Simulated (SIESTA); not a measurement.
Runs of SIESTA 5.4.2 on PbS (Galena). It takes space group Fm-3m (No. 225, cubic). Conventional cell: a = 5.931 Å, b = 5.931 Å, c = 5.931 Å, α = 90.00°, β = 90.00°, γ = 90.00°. Around Pb (site symmetry m-3m) lie 6 S at 2.97 Å. S (site symmetry m-3m) is surrounded by 6 Pb at 2.97 Å. 

| task | potentials or basis | broadening (eV) | window to (eV) | polarisation | direction | optical mesh offset | gap on the mesh (eV) | pressure (GPa) |
| --- | --- | --- | --- | --- | --- | --- | --- | --- |
| single point | PseudoDojo 0.4 standard (PBE files), TZP (energy shift 0.003 Ry; two zetas on semicore shells) | - | - | - | - | - | 0.43 | 2.5 |
| optical spectrum | PseudoDojo 0.4 standard (PBE files), DZP (energy shift 0.003 Ry; two zetas on semicore shells) | 0.1 eV | 40 eV | polarized | 0.0 0.0 1.0 | true | 0.41 | 3.0 |
| single point | PseudoDojo 0.4 standard (PBE files), DZ (energy shift 0.003 Ry; two zetas on semicore shells) | - | - | - | - | - | (b) | 4.7 |
| single point | PseudoDojo 0.4 standard (PBE files), DZDP (energy shift 0.003 Ry; two zetas on semicore shells) | - | - | - | - | - | 0.38 | (a) |
| single point | PseudoDojo 0.4 standard (PBE files), DZP (energy shift 0.003 Ry; two zetas on semicore shells) | - | - | - | - | - | 0.41 | 3.0 |

Alike in all rows: level PBE; no spin polarisation; cell as given; k mesh 8 × 8 × 8; smearing fermi-dirac 0.05 eV; grid cutoff 500 Ry; energy shift 0.003 Ry.

Task: Fill in the values left out.

Result: (a) 3.1; (b) 0.61.

Caveats: spin-orbit coupling is left out, which as a rule narrows the gap of such compounds by several tenths of an eV; the basis of atomic orbitals isn't converged, which shifts pressures, moduli and gaps; the basis holds too few empty states to meet the f-sum rule, so the spectrum is short of weight at high energy (some runs); spectra need much finer meshes, so this one isn't converged (some runs); independent-particle spectra lack excitons (some runs); the basis has no polarisation orbitals (some runs).

A k mesh can miss the band edges, and the runs leave out spin-orbit coupling on Pb.
